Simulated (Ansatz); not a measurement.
The system is BaTiO3.

```
Ba Ti O
1.0
     2.82737    1.63238    2.31839
    -2.82737    1.63238    2.31839
     0.00000   -3.26476    2.31839
Ba Ti O
1 1 3
Direct
  0.00000 0.00000 0.00000
  0.48450 0.48450 0.48450
  0.50860 0.01750 0.50860
  0.01750 0.50860 0.50860
  0.50860 0.50860 0.01750
```

- Program: Ansatz 0.2.0
- Task: relaxation of cell and atoms
- Functional: PBE
- Potentials or basis: Ansatz PAW
- Cutoff: 420 eV (not typed: the program's choice for these potentials)
- k mesh: 7 × 7 × 7
- Occupations: fermi-dirac, width 0.05 eV
- Spin: no spin polarisation
- Hubbard terms: Ti d U = 3 eV

At the start: volume 12.84 Å³/atom.

Problem. Where does the relaxation end?

Solution. It ends after 10 steps and the volume is 13.32 Å³/atom (+3.7 %); space group R3m (No. 160, to 0.05 Å).

The path:
```tsv
step	energy change (eV)	largest force (eV/Å)	volume (Å³)
1	0.0000	0.4597	64.20
2	-0.0162	0.3822	66.85
3	-0.0359	0.0304	66.52
4	-0.0361	0.0196	66.50
5	-0.0361	0.0197	66.50
6	-0.0363	0.0102	66.44
7	-0.0363	0.0001	66.46
8	-0.0453	0.0001	66.46
9	-0.0450	0.0009	66.61
10	-0.0455	0.0010	66.61
```

Final structure:
```
Ba Ti O
1.0
     2.86109    1.65185    2.34887
    -2.86109    1.65185    2.34887
     0.00000   -3.30370    2.34887
Ba Ti O
1 1 3
Direct
  0.99618 0.99618 0.99618
  0.48484 0.48484 0.48484
  0.50986 0.01846 0.50986
  0.01846 0.50986 0.50986
  0.50986 0.50986 0.01846
```

Caveat: the plane-wave basis is chosen anew once the cell has moved, so the energies of steps on either side of that aren't comparable; the pressure holds a Pulay correction of +0.5 GPa for the finite cutoff.
